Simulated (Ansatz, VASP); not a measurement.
Sc in VASP and in Ansatz

```
Sc
1.0
     3.15963    0.00060   -0.02898
     1.48278    2.79319    0.06735
     1.50448    0.98616    2.77450
Sc
1
Cartesian
  0.0171 -0.0196 -0.0365
```

Change from the starting cell: cell strained at random at fixed volume.

Alike in both runs: task single point; functional PBE; k mesh 10 × 10 × 10; occupations fermi-dirac, width 0.05 eV; no spin polarisation.

|  | VASP | Ansatz |
| --- | --- | --- |
| version | VASP 6.6.1 | Ansatz 0.2.0 |
| potentials or method | VASP PAW PBE potentials, release 64 (Sc_sv) | Ansatz PAW |
| plane-wave cutoff (eV) | 520 | 420 |
| valence electrons in the cell | 11 | 11 |

|  | VASP | Ansatz | Ansatz less VASP |
| --- | --- | --- | --- |
| gap on the k mesh at the Fermi level (eV) | none | none | - |
| pressure (GPa) | 0.8 | 0.8 | -0.03 |
| largest component of the traceless stress (GPa) | 2.67 | 2.67 | -0.001 |

A gap of «none» marks a metal or a gap that the smearing closes. The functional is the same, so the differences come from potentials, cutoffs and numerics.
